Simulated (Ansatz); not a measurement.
# FeO (Wuestite) (Fm-3m) in Ansatz: notebook

One crystal, FeO (Wuestite), is run at these levels: revPBE, BLYP, PBE; tasks: relaxation of cell and atoms, single point.

Program: Ansatz 0.2.0. These are calculated values, not measurements. Logs are shortened: lines on timing, memory, paths and dates and some standing lists are left out, and cuts for length are marked.

### Step 1. Starting point

Symmetry: Fm-3m, No. 225, cubic system. The conventional cell has a = 4.311 Å, b = 4.311 Å, c = 4.311 Å, α = 90.00°, β = 90.00°, γ = 90.00°. Fe (site symmetry m-3m) is surrounded by 6 O at 2.16 Å. Around O (site symmetry m-3m) lie 6 Fe at 2.16 Å.

### Step 2. Relaxation of cell and atoms, revPBE, collinear spin, ferromagnetic start

input.yaml

```yaml
crystal:
  lattice:
    - [0.0, 2.1554, 2.1554]
    - [2.1554, 0.0, 2.1554]
    - [2.1554, 2.1554, 0.0]
  atoms:
    - { symbol: Fe, position: [0.0, 0.0, 0.0], spin: 3.0 }
    - { symbol: O, position: [0.5, 0.5, 0.5] }
hamiltonian:
  xc: revpbe
  pseudopotentials: { kind: paw }
magnetization:
  spin_polarized: true
kpoints:
  mp_grid: { grid: [11, 11, 11] }
scf:
  occupations: { method: fermi_dirac, width: 0.05 }
output:
  forces: true
  stress: true
relax:
  f_tol: 0.01
  max_steps: 40
  cell: { stress_tol: 0.05 }
```

Potentials or basis: Ansatz PAW.

Command:

```
ansatz run input.yaml --threads 2 --pin off --max-ram 5632MiB --backend cpu --events-out ev --progress --plain --runs-dir out
```

Log:

```text
Warning: RAYON_NUM_THREADS=2 ignored (pool sized by the plan → 2); use --threads N
Engine: ansatz 0.2.0, x86_64-unknown-linux-gnu
Pseudopotentials: kind: paw
Pseudopotential: Fe, paw, valence charge 16, recommended cutoff 420 eV (normal), Fe.paw.azcp
Pseudopotential: O, paw, valence charge 6, recommended cutoff 420 eV (normal), O.paw.azcp
Functional definition: revPBE
  parameter kappa = 1.245
  parameter beta = 0.06672455060314922
  exchange = pbe_x(kappa = kappa, mu = beta*pi^2/3)
  correlation = pbe_c(beta = beta)
Crystal: 2 atoms, lattice volume = 20.027 Å³
Basis set: ecut = 420 eV, 387 PW (Γ), exchange–correlation on 48×48×48 points (8 copies of the dense FFT grid, shifted against one another)
Bands: 17, of which v1, the nominal top of the filled ones, is band 11 counted from 1 (10 counted from 0)
Symmetry: 48 space group operations
Space group: Fm-3m (ITA 225), of the structure as read, at distance tolerance 2.7e-5 Å
Magnetic group: BNS 225.116 (UNI 1618), of the structure as read, at distance tolerance 2.7e-5 Å
k-points: 56 of 1331
Non-local potential: Fe, projectors of the file, l = 0: 3, l = 1: 2, l = 2: 3, l = 3: 1
Non-local potential: O, projectors of the file, l = 0: 2, l = 1: 2, l = 2: 1
PAW form: soft (Blöchl's): semilocal exchange-correlation on the pseudo side does not see the compensation charge
PAW frozen core: Fe, regenerated for the run's functional, and the local potential with it (the file was generated under x = pbe(κ = 0.804, μ = 0.2195149727645171), c = pbe(β = 0.06672455060314922))
PAW frozen core: O, regenerated for the run's functional, and the local potential with it (the file was generated under x = pbe(κ = 0.804, μ = 0.2195149727645171), c = pbe(β = 0.06672455060314922))
PAW one-centre angular grid: Fe, 590 points (default); XC on 64 Gauss nodes
PAW one-centre angular grid: O, 110 points (default); XC on 64 Gauss nodes
Initial density: superposition of atomic densities (chi_scale 0.1, normalization cell, long waves kept (reshape's long-wave potential 0.00 eV rms))
Starting moments: Σ|m| = 3 μB on 1 of 2 sites
Initial wavefunctions: pseudopotential atomic-orbital guess
Functional: x = revpbe(κ = 1.245, μ = 0.2195149727645171), c = pbe(β = 0.06672455060314922)
SCF iter   1: F=—  HF=-5051.265609 eV  |F-HF|=—  |Δ(HF+E_count)|=         —  Δρ=1.23e-1 (↑1.23e-1 ↓6.35e-2)  dr2=4.22e0  dr2_m=5.53e-1  M=3.389 μB ∫|m|=3.389 μB  β_m=0.30  ethr=3.10e-3  ⟨swp⟩=4.2  Hψ=7874  notcnv=0
Mixer restart at iter 1: flushing history
preconditioner: auto → none  [metal: Δε(μ)=0.015 eV  Ē_g=12.935 eV  σ=0.050 eV  W_gap=0.08  n_scr=8 (ndim 8)  ℏωp=31.0 eV  f_vac=0.000  D(μ)=3.22/eV (n_scr^D=58)  sad-step TF]
SCF iter   2: F=—  HF=-5051.378061 eV  |F-HF|=—  |Δ(HF+E_count)|=   1.12e-1  Δρ=7.43e-2 (↑7.43e-2 ↓4.29e-2)  dr2=6.30e-1  dr2_m=5.02e-1  M=3.610 μB ∫|m|=3.610 μB  β_m=0.43  ethr=3.10e-3  ⟨swp⟩=2.9  Hψ=4543  notcnv=0  defer=38
SCF iter   3: F=—  HF=-5051.675378 eV  |F-HF|=—  |Δ(HF+E_count)|=   2.97e-1  Δρ=4.02e-2 (↑4.02e-2 ↓3.32e-2)  dr2=1.16e-1  dr2_m=2.19e-1  M=3.815 μB ∫|m|=3.816 μB  β_m=0.62  ethr=2.86e-3  ⟨swp⟩=2.0  Hψ=3297  notcnv=0  defer=41
SCF iter   4: F=—  HF=-5051.830186 eV  |F-HF|=—  |Δ(HF+E_count)|=         —  Δρ=1.02e-2 (↑1.02e-2 ↓9.94e-3)  dr2=5.22e-2  dr2_m=2.52e-3  M=4.000 μB ∫|m|=4.012 μB  β_m=0.62  ethr=5.29e-4  ⟨swp⟩=2.6  Hψ=3387  notcnv=0  defer=41
Mixer restart at iter 4: flushing history
SCF iter   5: F=—  HF=-5051.827114 eV  |F-HF|=—  |Δ(HF+E_count)|=   3.07e-3  Δρ=6.22e-3 (↑5.51e-3 ↓6.22e-3)  dr2=1.76e-2  dr2_m=4.81e-4  M=4.000 μB ∫|m|=4.013 μB  β_m=0.54  ethr=2.37e-4  ⟨swp⟩=2.1  Hψ=4154  notcnv=0  defer=52
SCF iter   6: F=—  HF=-5051.827897 eV  |F-HF|=—  |Δ(HF+E_count)|=   7.83e-4  Δρ=2.54e-3 (↑6.46e-4 ↓2.54e-3)  dr2=1.24e-3  dr2_m=2.27e-4  M=4.001 μB ∫|m|=4.014 μB  β_m=0.65  ethr=7.98e-5  ⟨swp⟩=2.0  Hψ=3307  notcnv=0  defer=52
SCF iter   7: F=—  HF=-5051.830031 eV  |F-HF|=—  |Δ(HF+E_count)|=   2.13e-3  Δρ=1.75e-3 (↑1.75e-3 ↓7.63e-4)  dr2=6.51e-4  dr2_m=7.93e-5  M=4.001 μB ∫|m|=4.015 μB  β_m=0.57  ethr=5.63e-6  ⟨swp⟩=2.3  Hψ=3960  notcnv=0  defer=51
SCF iter   8: F=—  HF=-5051.829909 eV  |F-HF|=—  |Δ(HF+E_count)|=   1.21e-4  Δρ=1.98e-4 (↑1.98e-4 ↓1.01e-4)  dr2=6.15e-6  dr2_m=2.23e-6  M=4.001 μB ∫|m|=4.016 μB  β_m=0.78  ethr=2.96e-6  ⟨swp⟩=2.3  Hψ=3221  notcnv=0  defer=51
[... 48 lines left out ...]
Crystal: 2 atoms, lattice volume = 20.458 Å³
iter 1 solved again at ethr=5.75e-10 eV; its pass at ethr=3.10e-3 eV (dr2=1.26e-7 eV) is discarded
SCF iter   1: F=—  HF=-5051.835048 eV  |F-HF|=—  |Δ(HF+E_count)|=         —  Δρ=7.14e-5 (↑6.58e-5 ↓7.14e-5)  dr2=1.26e-7  dr2_m=7.97e-7  M=4.001 μB ∫|m|=4.017 μB  β_m=0.65  ethr=5.75e-10  ⟨swp⟩=3.0  Hψ=11653  notcnv=0
preconditioner: auto → none  [metal: Δε(μ)=0.005 eV  Ē_g=13.420 eV  σ=0.050 eV  W_gap=0.02  n_scr=0 (ndim 8)  ℏωp=30.7 eV  f_vac=0.000  D(μ)=1.48/eV (n_scr^D=14)]
SCF iter   2: F=—  HF=-5051.835050 eV  |F-HF|=—  |Δ(HF+E_count)|=   2.47e-6  Δρ=3.00e-5 (↑3.00e-5 ↓1.48e-5)  dr2=9.31e-8  dr2_m=8.33e-8  M=4.001 μB ∫|m|=4.017 μB  β_m=0.61  ethr=5.71e-10  ⟨swp⟩=2.1  Hψ=2743  notcnv=0
SCF iter   3: F=—  HF=-5051.835051 eV  |F-HF|=—  |Δ(HF+E_count)|=   9.42e-7  Δρ=1.62e-5 (↑1.62e-5 ↓7.69e-6)  dr2=1.73e-8  dr2_m=2.01e-8  M=4.001 μB ∫|m|=4.017 μB  β_m=0.62  ethr=4.23e-10  ⟨swp⟩=2.0  Hψ=3160  notcnv=0
SCF iter   4: F=—  HF=-5051.835051 eV  |F-HF|=—  |Δ(HF+E_count)|=   7.62e-8  Δρ=1.08e-5 (↑6.41e-6 ↓1.08e-5)  dr2=2.25e-8  dr2_m=9.45e-9  M=4.001 μB ∫|m|=4.017 μB  β_m=0.78  ethr=7.85e-11  ⟨swp⟩=2.0  Hψ=3206  notcnv=0
SCF iter   5: F=-5051.835051 eV  HF=-5051.835051 eV  |F-HF|=1.48e-8  |Δ(HF+E_count)|=   1.07e-7  Δρ=7.91e-6 (↑7.11e-6 ↓7.91e-6)  dr2=2.03e-8  dr2_m=4.58e-9  M=4.001 μB ∫|m|=4.017 μB  ethr=7.85e-11  ⟨swp⟩=2.0  Hψ=5977  notcnv=0
SCF 5 converged in 5 iterations: F = -5051.835051 eV  dr2 = 2.03e-8
relax step   5: F+E_penalty+E_count = -5051.83505119 eV  Δ(F+E_penalty+E_count) = +5.876e-5 eV  max|allowed force component| = 4.766e-30 eV/Å  Δτ_max = 0.0000 Å  P = +0.005 GPa  Ω = 20.458 Å³  energy of the carried Pulay correction = -6.834e-5 eV  (5 SCF iters, dr2 threshold 6.59e-8 eV, accepted)
iter 1 solved again at ethr=2.42e-9 eV; its pass at ethr=3.10e-3 eV (dr2=5.32e-7 eV) is discarded
SCF iter   1: F=—  HF=-5051.835083 eV  |F-HF|=—  |Δ(HF+E_count)|=         —  Δρ=4.87e-6 (↑4.87e-6 ↓4.42e-6)  dr2=5.63e-9  dr2_m=2.09e-9  M=4.001 μB ∫|m|=4.017 μB  β_m=0.65  ethr=2.42e-9  ⟨swp⟩=3.0  Hψ=13756  notcnv=0
preconditioner: auto → none  [metal: Δε(μ)=0.005 eV  Ē_g=13.419 eV  σ=0.050 eV  W_gap=0.02  n_scr=0 (ndim 8)  ℏωp=30.7 eV  f_vac=0.000  D(μ)=1.48/eV (n_scr^D=14)]
SCF iter   2: F=—  HF=-5051.835083 eV  |F-HF|=—  |Δ(HF+E_count)|=   2.16e-8  Δρ=4.11e-6 (↑4.11e-6 ↓2.07e-6)  dr2=1.01e-9  dr2_m=1.35e-9  M=4.001 μB ∫|m|=4.017 μB  β_m=0.49  ethr=2.56e-11  ⟨swp⟩=2.0  Hψ=3206  notcnv=0
SCF iter   3: F=—  HF=-5051.835083 eV  |F-HF|=—  |Δ(HF+E_count)|=   1.98e-9  Δρ=2.34e-6 (↑1.57e-6 ↓2.34e-6)  dr2=5.07e-10  dr2_m=6.06e-10  M=4.001 μB ∫|m|=4.017 μB  β_m=0.61  ethr=4.57e-12  ⟨swp⟩=2.0  Hψ=3189  notcnv=0
SCF iter   4: F=—  HF=-5051.835083 eV  |F-HF|=—  |Δ(HF+E_count)|=   4.27e-9  Δρ=1.02e-6 (↑1.02e-6 ↓4.53e-7)  dr2=8.76e-11  dr2_m=8.29e-11  M=4.001 μB ∫|m|=4.017 μB  β_m=0.60  ethr=2.30e-12  ⟨swp⟩=2.0  Hψ=3125  notcnv=0
SCF iter   5: F=—  HF=-5051.835083 eV  |F-HF|=—  |Δ(HF+E_count)|=  2.64e-11  Δρ=2.53e-7 (↑2.28e-7 ↓2.53e-7)  dr2=3.26e-11  dr2_m=9.54e-13  M=4.001 μB ∫|m|=4.017 μB  β_m=0.65  ethr=1.00e-12  ⟨swp⟩=2.1  Hψ=2586  notcnv=0
SCF iter   6: F=—  HF=-5051.835083 eV  |F-HF|=—  |Δ(HF+E_count)|=  9.82e-11  Δρ=6.97e-8 (↑6.97e-8 ↓6.79e-8)  dr2=3.16e-12  dr2_m=7.50e-14  M=4.001 μB ∫|m|=4.017 μB  β_m=0.83  ethr=1.00e-12  ⟨swp⟩=1.0  Hψ=1908  notcnv=0
SCF iter   7: F=-5051.835083 eV  HF=-5051.835083 eV  |F-HF|=0.00e0  |Δ(HF+E_count)|=  1.00e-11  Δρ=9.72e-9 (↑9.72e-9 ↓8.03e-9)  dr2=4.89e-14  dr2_m=2.14e-15  M=4.001 μB ∫|m|=4.017 μB  ethr=1.00e-12  ⟨swp⟩=3.0  Hψ=6378  notcnv=0
SCF 6 converged in 7 iterations: F = -5051.835083 eV  dr2 = 4.89e-14
relax step   6: F+E_penalty+E_count = -5051.83508275 eV  Δ(F+E_penalty+E_count) = -3.156e-5 eV  max|allowed force component| = 7.494e-30 eV/Å  Δτ_max = 0.0000 Å  P = +0.008 GPa  Ω = 20.458 Å³  stress off target by 8.48e-3 GPa  SCF on the basis re-selected at this cell (its energy is not comparable with the rows above)  (7 SCF iters)
basis re-selected at this cell: Δ(F+E_penalty+E_count) = -3.156e-5 eV, ΔP = +0.003 GPa vs the last step (what re-selecting the basis moved, of the pressure what is left beyond the Pulay correction that the steps carried, after the strain that the cell walked since its last selection, with what the two solves' SCF thresholds leave and, on support functions, any second-order correction that the steps lacked; it is no measure of the basis error at this ecutwfc). This SCF's stress stands 8.48e-3 GPa from its target on what of the cell is left free (relax.cell.stress_tol is 5.00e-2 GPa) and its largest allowed force component is 7.49e-30 eV/Å (relax.f_tol is 1.00e-2 eV/Å): within both
SCF converged after 7 iterations
Magnetization: 4.0014 μB (13.0007 up, 8.9993 down)
Absolute magnetization: 4.0167 μB (∫|ρ↑−ρ↓|, with the PAW one-centre terms)
Spin contamination: 0.0116 ħ² per cell (⟨S²⟩ above its minimum at these occupations)
Per-site moments (μB) at R_I (Å): [(3.4671684919372807, 0.8954407129938774), (0.3133558946859869, 0.8954407129938774)]
Free energy (F): -5051.835083 eV
Harris-Foulkes:  -5051.835083 eV  (|F-HF|=0.00e0)
Internal energy: -5051.823072 eV  (E = F + TS)
E sigma→0 (E₀):  -5051.829077 eV
Entropy (-TS):   -0.012011 eV (-6.006 meV/atom)
Fermi energy:    14.366712 eV
--- Per-component energies (eV) ---
  E_band       = -273.140592
  E_kinetic    = 514.473589
  E_local      = -2626.917294  (includes V_loc(G=0)·N_el)
  E_nonlocal   = 278.696945
  E_hartree    = 1071.333312
  E_xc         = -188.052048
  E_vxc        = -240.725355  (∫ρ·V_xc dr)
  E_paw        = -1534.155451  (= ΣΔE_a)
  E_vpaw       = -341.338688  (= ΣTr[D̂ρ^β])
  E_aug_tail   = 0.003598  (compensation charges beyond the density's cutoff)
  E_ewald      = -2567.155931
  E_core_change = -0.049790  (= ΣΔE_core)
  E_smearing   = -0.012011  (= −TS)
  E_closure    = 0.000000  (closes the sum)
  Σ components = -5051.835083   (vs F -5051.835083, Δ=0.00e0)
--- Forces (eV/Å), atoms counted from 1 ---
  atom   1  Fe    -0.00000000     0.00000000     0.00000000
  atom   2  O      0.00000000    -0.00000000     0.00000000
  max |Σ_I F_I| component: 1.34e-29 eV/Å
--- Stress (GPa, compression-positive) ---
        0.008484      -0.000000      -0.000000
       -0.000000       0.008484      -0.000000
       -0.000000      -0.000000       0.008484
  P = ⅓ Tr σ = 0.0085 GPa (0.085 kbar)
--- Relaxed structure (4 steps of the walk, 4 accepted, 2 SCFs on fresh bases) ---
  F+E_penalty+E_count = -5051.83508275 eV   max|allowed force component| = 7.494e-30 eV/Å   (the final SCF, on the basis selected at the relaxed cell)
  cell:  # Å, volume = 20.4583 Å³
    - [-1.878918437130249e-33, 2.1707653648336422, 2.1707653648336422]
    - [2.1707653648336422, -5.541217085773955e-34, 2.1707653648336422]
    - [2.1707653648336422, 2.1707653648336422, -1.0190744065791177e-34]
  atoms:
    - { symbol: Fe, position: [-6.701528525056951e-35, 4.2815321132313076e-35, 9.307678507063734e-36] }
    - { symbol: O, position: [0.5, 0.5, 0.5] }
```

It took 10 s on 2 threads of Intel Xeon Platinum 8259CL at 2.50GHz (Skylake/Cascade Lake), shared host; peak memory 0.38 GiB.

What came out:

```
Free energy                            : -5051.8351 eV
Relaxed volume                         : 10.23 Å³/atom
Relaxed cell                           : a = 3.070 Å, b = 3.070 Å, c = 3.070 Å, α = 60.00°, β = 60.00°, γ = 60.00°
Space group after relaxing (to 0.05 Å) : Fm-3m (No. 225)
Energy gained by relaxing              : 2.6 meV/atom
Ionic steps                            : 6
Pressure after relaxing                : 0.0 GPa
Net moment                             : 4.00 μB per cell
Absolute moment                        : 4.02 μB per cell
Site moments                           : Fe +3.47; O +0.31 μB
```

Step by step:
| step | energy change (eV) | largest force (eV/Å) | volume (Å³) |
| --- | --- | --- | --- |
| 1 | 0.0000 | 0.0000 | 20.03 |
| 2 | -0.0033 | 0.0000 | 20.29 |
| 3 | -0.0034 | 0.0000 | 20.44 |
| 4 | -0.0052 | 0.0000 | 20.44 |
| 5 | -0.0051 | 0.0000 | 20.46 |
| 6 | -0.0052 | 0.0000 | 20.46 |

Final structure:
```
CELL_PARAMETERS angstrom
0.00000 2.17077 2.17077
2.17077 0.00000 2.17077
2.17077 2.17077 0.00000
ATOMIC_POSITIONS crystal
Fe 0.00000 0.00000 0.00000
O 0.50000 0.50000 0.50000
```

Caveat: the plane-wave basis is chosen anew once the cell has moved, so the energies of steps on either side of that aren't comparable; the pressure holds a Pulay correction of +0.6 GPa for the finite cutoff; a cell with one magnetic atom can't hold antiferromagnetic order, which such compounds often take; the PAW data sets come from PBE, with cores solved anew for the run's functional, which leaves a small shift of forces and pressure. revPBE gives volumes clearly too large for solids.

(Continued in part 2 of 2.)
